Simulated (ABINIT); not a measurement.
# CuAu (R-3m) in ABINIT: single point with PBE

Aim: the single point of CuAu with PBE.

All numbers are computed with ABINIT 10.8.3 (patched build); they aren't measurements. Logs are shortened: lines on timing, memory, paths and dates and some standing lists are left out, and cuts for length are marked. The log counts tension as positive stress, the text compression.

## (1) The undisturbed crystal

The structure is trigonal, space group R-3m (No. 166). Conventional cell: a = 2.886 Å, b = 2.886 Å, c = 12.769 Å, α = 90.00°, β = 90.00°, γ = 120.00°. Around Au (site symmetry -3m) lie 6 Cu at 2.70 Å and 6 Au at 2.89 Å. Cu (site symmetry -3m) is surrounded by 6 Au at 2.70 Å and 6 Cu at 2.89 Å.

The cell comes from a database or a generator and needn't be the stable form of this composition.

## (2) Single point, PBE (atoms moved at random, drawn with an rms of 0.05 Å)

Input file run.abi:

```
# Pseudopotentials
pp_dirpath "./"
pseudos "Au.GGA_PBE-JTH.xml, Cu.GGA_PBE-JTH.xml"

# Structure
acell 4.5707264522 4.5707264522 4.5707264522 Angstrom
rprim
     0.3157171760     0.1822793966     0.9311803726
    -0.3157171760     0.1822793966     0.9311803726
     0.0000000000    -0.3645587931     0.9311803726
ntypat 2
znucl 79 29
natom 2
typat 1 2
xred
    -0.0017160000     0.0121310000    -0.0123220000
     0.5007360000     0.5014260000     0.4999300000
chkprim 0
chksymtnons 0
tolsym 1.0e-6

# Plane-wave basis
ecut 707.496042 eV
pawecutdg 48.0
pawxcdev 0

# k points
kptopt 1
ngkpt 11 11 11
nshiftk 1
shiftk 0.0 0.0 0.0

# Exchange and correlation
ixc 11

# Bands and occupations
nband 19
occopt 3
tsmear 0.05 eV

# SCF cycle
nstep 100
tolvrs 1.0e-9

# Output
iomode 3
prtwf 0
prtden 0
prteig 0
prtebands 0
enunit 1
```

Potentials or basis: JTH PAW PBE v2.0.

Started as:

```sh
$ abinit run.abi > log 2>&1
```

run.abo:

```text
.Version 10.8.3 of ABINIT
 Symmetries : space group P1 (#  1); Bravais aP (primitive triclinic)
================================================================================
 Values of the parameters that define the memory need of the present run
     intxc =       0    ionmov =       0      iscf =      17    lmnmax =      18
     lnmax =       6     mgfft =      40  mpssoang =       3    mqgrid =    3001
     natom =       2  nloc_mem =       2    nspden =       1   nspinor =       1
    nsppol =       1      nsym =       1    n1xccc =       1    ntypat =       2
    occopt =       3   xclevel =       2
       mpw =        1332          nfft =       64000          nkpt =         666
 PAW method is used; the additional fine FFT grid is defined by:
   mgfftf=        54    nfftf =    157464
================================================================================
================================================================================

--------------------------------------------------------------------------------
------------- Echo of variables that govern the present computation ------------
--------------------------------------------------------------------------------
 -outvars: echo values of preprocessed input variables --------
            acell      8.6374211911E+00  8.6374211911E+00  8.6374211911E+00 Bohr
              amu      1.96966540E+02  6.35460000E+01
          chkprim           0
      chksymtnons           0
             ecut      2.60000000E+01 Hartree
           enunit           1
                       outvar_i_n : Printing only first  50 k-points.
              ixc          11
                       outvar_i_n : Printing only first  50 k-points.
         kptrlatt       11    0    0      0   11    0      0    0   11
          kptrlen      5.99936090E+01
            natom           2
            nband          19
            ngfft          40      40      40
          ngfftdg          54      54      54
             nkpt         666
            nstep         100
             nsym           1
           ntypat           2
                       prtocc : prtvol=0, do not print more k-points.
           occopt           3
        pawecutdg      4.80000000E+01 Hartree
         pawxcdev           0
           prtden           0
        prtebands           0
           prteig           0
            prtwf           0
            rprim      3.1571717600E-01  1.8227939660E-01  9.3118037260E-01
                      -3.1571717600E-01  1.8227939660E-01  9.3118037260E-01
                       0.0000000000E+00 -3.6455879310E-01  9.3118037260E-01
          spgroup           1
           tolsym      1.00000000E-06
           tolvrs      1.00000000E-09
           tsmear      1.83746611E-03 Hartree
            typat      1  2
           useylm           1
                       outvars : Printing only first  50 k-points.
           xangst     -1.9982008171E-02  2.9209379891E-02 -8.1165176409E-03
                      -9.9570922495E-04  1.9179098244E-03  6.3931600505E+00
            xcart     -3.7760522889E-02  5.5197728302E-02 -1.5337995437E-02
                      -1.8816177362E-03  3.6243243023E-03  1.2081321574E+01
             xred     -1.7160000000E-03  1.2131000000E-02 -1.2322000000E-02
[... 160 lines left out ...]
 cartesian coordinates (angstrom) at end:
    1     -0.01998200817089     0.02920937989127    -0.00811651764087
    2     -0.00099570922495     0.00191790982440     6.39316005045003

 cartesian forces (hartree/bohr) at end:
    1      0.00072737723775    -0.00104180015578     0.00242751683407
    2     -0.00072737723775     0.00104180015578    -0.00242751683407
 frms,max,avg= 1.5819043E-03 2.4275168E-03  -1.999E-06  4.442E-06  1.463E-05 h/b

 cartesian forces (eV/Angstrom) at end:
    1      0.03740324142564    -0.05357151794361     0.12482793452595
    2     -0.03740324142564     0.05357151794361    -0.12482793452595
 frms,max,avg= 8.1344787E-02 1.2482793E-01  -1.028E-04  2.284E-04  7.523E-04 e/A
 length scales=  8.637421191100  8.637421191100  8.637421191100 bohr
              =  4.570726452200  4.570726452200  4.570726452200 angstroms
 Fermi (or HOMO) energy (eV) =   6.91158   Average Vxc (eV)= -11.55332
 Eigenvalues (   eV  ) for nkpt= 666  k points:
 kpt#   1, nband= 19, wtk=  0.00075, kpt=  0.0000  0.0000  0.0000 (reduced coord)
-105.34969  -62.74417  -62.72007  -62.71996   -2.52681    0.48436    2.15255    2.15295
   3.14415    3.14596    4.21717    4.73295    4.73430    5.35397    5.35621    6.81671
  11.47366   21.95452   23.04698
 prteigrs : prtvol=0 or 1, do not print more k-points.

--- !EnergyTerms
iteration_state     : {dtset: 1, }
comment             : Components of total free energy in Hartree
kinetic             :  2.01259410241267E+01
hartree             :  5.72071122090840E+01
xc                  : -5.71786395440954E+00
Ewald energy        : -1.42621399087424E+02
psp_core            :  1.04848675973881E+01
local_psp           : -1.41714918141688E+02
PAW spherical_terms : -2.98815261842470E+01
internal            : -2.32117786537170E+02
'-kT*entropy'       : -2.93118400797943E-04
total_energy        : -2.32118079655571E+02
total_energy_eV     : -6.31625472018311E+03
...

--- !EnergyTermsDC
iteration_state     : {dtset: 1, }
comment             : '"Double-counting" decomposition of free energy'
band_energy         : -1.88781172771788E+01
Ewald energy        : -1.42621399087424E+02
psp_core            :  1.04848675973881E+01
xc_dc               : -5.58567282813817E+01
PAW spherical_terms : -2.52464174541584E+01
internal            : -2.32117794502755E+02
'-kT*entropy'       : -2.93118400797943E-04
total_energy_dc     : -2.32118087621156E+02
total_energy_dc_eV  : -6.31625493693772E+03
...

--- !EnergyTermsWithPAWCore
iteration_state     : {dtset: 1, }
comment             : 'Components of total free energy, including PAW core contributions'
Total energy        : -2.06669744782217E+04
Total energy DC     : -2.06669744861873E+04
Total energy (eV)   : -5.62377025062722E+05
Total energy DC (eV): -5.62377025279476E+05
...

 Cartesian components of stress tensor (hartree/bohr^3)
  sigma(1 1)=  2.54085518E-05  sigma(3 2)=  8.03599512E-07
  sigma(2 2)=  2.72558144E-05  sigma(3 1)= -1.67523369E-06
  sigma(3 3)= -3.42151244E-05  sigma(2 1)=  3.71215640E-07

-Cartesian components of stress tensor (GPa)         [Pressure= -1.8093E-01 GPa]
- sigma(1 1)=  7.47545402E-01  sigma(3 2)=  2.36427139E-02
- sigma(2 2)=  8.01893745E-01  sigma(3 1)= -4.92870769E-02
- sigma(3 3)= -1.00664371E+00  sigma(2 1)=  1.09215412E-02

== END DATASET(S) ==============================================================
================================================================================

 -outvars: echo values of variables after computation  --------
            acell      8.6374211911E+00  8.6374211911E+00  8.6374211911E+00 Bohr
           etotal     -2.3211808762E+02
            fcart      7.2737723775E-04 -1.0418001558E-03  2.4275168341E-03
                      -7.2737723775E-04  1.0418001558E-03 -2.4275168341E-03
            rprim      3.1571717600E-01  1.8227939660E-01  9.3118037260E-01
                      -3.1571717600E-01  1.8227939660E-01  9.3118037260E-01
                       0.0000000000E+00 -3.6455879310E-01  9.3118037260E-01
           strten      2.5408551764E-05  2.7255814416E-05 -3.4215124375E-05
                       8.0359951227E-07 -1.6752336941E-06  3.7121563989E-07
           xangst     -1.9982008171E-02  2.9209379891E-02 -8.1165176409E-03
                      -9.9570922495E-04  1.9179098244E-03  6.3931600505E+00
             xred     -1.7160000000E-03  1.2131000000E-02 -1.2322000000E-02
                       5.0073600000E-01  5.0142600000E-01  4.9993000000E-01
 Calculation completed.
```

It took 38 min on 1 thread of Arm Neoverse V2, shared host; peak memory 0.65 GiB.

What came out:

```
Free energy                                           : -6316.2549 eV
Pressure                                              : -0.2 GPa
Largest force                                         : 0.141 eV/Å
Band gap on the k mesh                                : none (metal or under the smearing width)
Valence electrons inside the program's atomic spheres : Au 9.52; Cu 17.31
```

Forces on the atoms (eV/Å):
```
Au   0.037 -0.054  0.125
Cu  -0.037  0.054 -0.125
```

Stress tensor (GPa, compression positive):
```
-0.75 -0.01  0.05
-0.01 -0.80 -0.02
 0.05 -0.02  1.01
```

The run has no spin-orbit coupling, so splittings on Au are missing.
